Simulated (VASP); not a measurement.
Wanted: the native input for a VASP 6.6.1 run.

```
Task                               : single point
Functional                         : HSE06
Potentials or basis                : VASP PAW PBE potentials, release 64 (W_sv, S)
Cutoff                             : 450 eV
k mesh                             : 4 × 4 × 1
Occupations                        : gaussian, width 0.05 eV
Spin                               : collinear spin, antiferromagnetic start
Starting moments                   : [0.5, -0.5, 0.0, 0.0, 0.0, 0.0] μB
Grid for exact exchange (PRECFOCK) : Fast
Screening parameter                : 0.2 1/A
Further INCAR settings             : ALGO = Normal; EDIFF = 1e-07
```

The system is WS2.

```
W S
1.0
     3.18000    0.00000    0.00000
    -1.59000    2.75396    0.00000
     0.00000    0.00000   12.50000
W S
2 4
Direct
  0.33333 0.66667 0.25000
  0.66667 0.33333 0.75000
  0.33333 0.66667 0.62000
  0.66667 0.33333 0.12000
  0.33333 0.66667 0.88000
  0.66667 0.33333 0.38000
```

One way to write it, as run:

POSCAR

```
WS2
1.0
    3.1799994900      0.0000000000      0.0000000000
   -1.5899997400      2.7539603400      0.0000000000
    0.0000000000      0.0000000000     12.4999993200
W S
2 4
Direct
    0.3333333333      0.6666666667      0.2500000000
    0.6666666667      0.3333333333      0.7500000000
    0.3333333333      0.6666666667      0.6200000000
    0.6666666667      0.3333333333      0.1200000000
    0.3333333333      0.6666666667      0.8800000000
    0.6666666667      0.3333333333      0.3800000000
```

INCAR.step1

```
PREC = Accurate ; ENCUT = 450
EDIFF = 1E-5 ; ISMEAR = 0
SIGMA = 0.05 ; LREAL = F
LASPH = T ; NELM = 60
ALGO = Normal ; ISIF = 2
LWAVE = T ; ISPIN = 2
MAGMOM = 0.5 -0.5 0 0 0 0 ; LORBIT = 11
LMAXMIX = 4 ; GGA = PE
```

INCAR.step2

```
PREC = Accurate ; ENCUT = 450
EDIFF = 1E-7 ; ISMEAR = 0
SIGMA = 0.05 ; LREAL = F
LASPH = T ; NELM = 60
ALGO = Normal ; ISIF = 2
LWAVE = F ; LCHARG = T
ISPIN = 2 ; MAGMOM = 0.5 -0.5 0 0 0 0
LORBIT = 11 ; LMAXMIX = 4
GGA = PE ; LHFCALC = T
HFSCREEN = 0.2 ; PRECFOCK = Fast
LELF = T ; LVHAR = T
ISTART = 1
```

KPOINTS

```
Automatic mesh
0
Gamma
  4 4 1
```

Potentials or basis: VASP PAW PBE potentials, release 64 (W_sv, S).

Command:

```bash
$ cat potpaw_PBE.64/W_sv/POTCAR potpaw_PBE.64/S/POTCAR > POTCAR
$ cp INCAR.step1 INCAR
$ mpirun -np 1 vasp_std > vasp.out
$ cp INCAR.step2 INCAR
$ mpirun -np 1 vasp_std > vasp.out
```

Results of the run:

```
Pressure                                              : -9.0 GPa
Largest force                                         : 1.754 eV/Å
Band gap on the k mesh                                : 1.94 eV, indirect (least direct gap 2.97 eV)
Net moment                                            : 0.00 μB per cell
Valence electrons inside the program's atomic spheres : W 11.89; S 3.70
```

Caveat: the k mesh is coarse (spacing up to 0.57 Å⁻¹), so the values aren't converged, least of all with exact exchange; the PAW data sets were made with another functional, which shifts forces and pressure a little; spin-orbit coupling is left out, which moves the levels of the heavy elements; an odd mesh through Γ misses points on the zone boundary, where band edges often lie; this functional lacks dispersion, which binds the layers, so the pressure and a relaxed spacing across them are unreliable.

It took 8.3 min on 1 thread of Intel(R) Xeon(R) 6975P-C (Granite Rapids) (shared host), peak memory 0.36 GiB.
